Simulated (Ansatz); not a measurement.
Relaxation of Cu

Computed with Ansatz 0.2.0, DFT r2SCAN, scalar-relativistic, plane waves, PAW. Settings: 500 eV cutoff, 20×20×20 k-mesh, Gaussian smearing of 0.10 eV, no spin polarisation.

What was changed: relaxed at 3 GPa.

Command:

```bash
ansatz run input.yaml --threads 1 --pin off --max-ram 2560MiB --backend cpu --events-out ev --progress --plain --runs-dir out
```

Input:

```yaml
crystal:
  lattice:
    - [-1.4341875484, 1.4341875484, 1.356541543]
    - [1.4341875484, -1.4341875484, 1.356541543]
    - [1.4341875484, 1.4341875484, -1.356541543]
  atoms:
    - { symbol: Cu, position: [0.0, 0.0, 0.0] }
basis:
  ecutwfc: 500
kpoints:
  mp_grid: { grid: [20, 20, 20] }
hamiltonian:
  xc: r2scan
scf:
  occupations: { method: gaussian, width: 0.1 }
output:
  forces: true
  stress: true
  eigenvalues: true
relax:
  adjacent_minimum: "off"
  f_tol: 0.008
  max_steps: 50
  cell: { stress_tol: 0.08, p_target: 3.0 }
```

F is the free energy. Steps run on the plane waves of an earlier cell, but the last one, and at times one on the way, on a freshly chosen basis, so a repeated geometry can differ a little in energy. The relaxation lowers the enthalpy F + PV at the target pressure, so F itself can rise.

Steps:

```tsv
step	F − F(1) (eV)	largest force component (eV/Å)	V (Å³/atom)	P (GPa)
1	0.0000	0.000	11.161	4.88
2	-0.0016	0.000	11.219	3.93
3	-0.0028	0.000	11.276	3.02
4	-0.0028	0.000	11.276	3.03
```

Relaxed structure:

```
CELL_PARAMETERS angstrom
-1.43875 1.43875 1.36186
1.43875 -1.43875 1.36186
1.43875 1.43875 -1.36186
ATOMIC_POSITIONS crystal
Cu 0.00000 0.00000 0.00000
```

It takes space group I4/mmm (No. 139, tetragonal). The conventional cell has a = 2.877 Å, b = 2.877 Å, c = 2.724 Å, α = 90.00°, β = 90.00°, γ = 90.00°. Around Cu (site symmetry 4/mmm) lie 10 Cu at 2.45 to 2.72 Å.

The run converged. It took 56 s on 1 thread of Arm Neoverse V2 (shared host), peak memory 0.44 GiB.